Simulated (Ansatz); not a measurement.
**Candidate structures of ZnS**

Computed with DFT, PBE, all-electron LAPW, scalar-relativistic (Ansatz 0.2.0).

Each cell is taken as listed (from a database or a relaxation; residual pressures are under 0.6 GPa and forces under 0.08 eV/Å), on meshes of about 0.2 Å⁻¹ spacing; energies are extrapolated to zero smearing, with no zero-point or thermal terms. Other structures, the observed one among them, may be missing from this set and lie lower. No run is spin-polarised.

(1) Order the structures by energy per atom, lowest first, and give the differences.
A.
```cif
data_structure
_symmetry_space_group_name_H-M 'P6_3mc'
_symmetry_Int_Tables_number 186
_cell_length_a 3.8452
_cell_length_b 3.8452
_cell_length_c 6.3055
_cell_angle_alpha 90.000
_cell_angle_beta 90.000
_cell_angle_gamma 120.000
_cell_volume 80.74
loop_
_atom_site_label
_atom_site_type_symbol
_atom_site_symmetry_multiplicity
_atom_site_Wyckoff_symbol
_atom_site_fract_x
_atom_site_fract_y
_atom_site_fract_z
_atom_site_occupancy
Zn1 Zn 2 b 0.33333 0.66667 0.00073 1
S1 S 2 b 0.33333 0.66667 0.37527 1
```
(wurtzite type, relaxed by us; 12×12×7 mesh on the primitive cell, smearing 0.03 eV, P = 0.0 GPa)
B.
Space group Fm-3m (No. 225). a = 5.103 Å, b = 5.103 Å, c = 5.103 Å, α = 90.00°, β = 90.00°, γ = 90.00°
| atom | site | symmetry | x | y | z |
| --- | --- | --- | --- | --- | --- |
| Zn | 4a | m-3m | 0.0000 | 0.0000 | 0.0000 |
| S | 4b | m-3m | 0.5000 | 0.0000 | 0.0000 |
(rocksalt type, relaxed by us; 15×15×15 mesh on the primitive cell, smearing 0.05 eV, P = 0.0 GPa)

Results:

(1) A (0 meV/atom), B (317 meV/atom).
